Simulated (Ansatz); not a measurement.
Trial structure of SnSe, not yet relaxed:

```
Sn Se
1.0
    -4.48076    4.48076    2.62558
     4.48076   -4.48076    2.62558
     4.48076    4.48076   -2.62558
Sn Se
4 4
Direct
  0.85352 0.35352 0.20704
  0.14648 0.64648 0.79296
  0.35352 0.14648 0.50000
  0.64648 0.85352 0.50000
  0.85352 0.64648 0.50000
  0.14648 0.35352 0.50000
  0.35352 0.85352 0.20704
  0.64648 0.14648 0.79296
```

Level of theory: DFT PBE, scalar-relativistic, plane waves, PAW in Ansatz. Plane waves to 420 eV, a k mesh through Γ of 4×4×4 on the computed 8-atom cell and Gaussian smearing (0.10 eV); no spin polarisation.

Formation energies are uncorrected and refer to the elements' standard structures at the same level. The references include grey tin.

Question: Estimate its pressure, forces and energy as it stands.

Answer: The pressure is 25.6 GPa (the mean over three directions, positive in compression), the largest force is 0.73 eV/Å, and the energy is +0.44 eV/atom against the elements. The shortest distance is 2.62 Å.

Question: How much does it gain on relaxing, and where does it end?

Answer: Relaxing gains about 0.79 eV/atom in 17 ionic steps and ends at −0.352 eV/atom on the finer mesh. The symmetry stays I4/mcm (No. 140). The volume per atom grows by 71.4 %, from 26.4 to 45.2 Å³. The shortest distance goes from 2.62 Å (Sn–Se) to 2.78 Å (Sn–Se). Conventional cell: a = 10.866 Å, c = 6.121 Å. Sn is surrounded by 2 Se at 2.78 Å and 2 Se at 3.06 Å; Se is surrounded by 2 Sn at 2.78 Å and 2 Sn at 3.06 Å.

The last run used a 6×6×6 mesh for its 8-atom cell and Gaussian smearing of 0.02 eV. No dispersion correction is applied, so the spacing and binding between layers, chains or molecules are poorly described. The reference form of Se is held partly by dispersion forces, which this level lacks. The relaxation can't lower the symmetry of the start. Symmetry constrained the relaxation, so the result can be a saddle point.
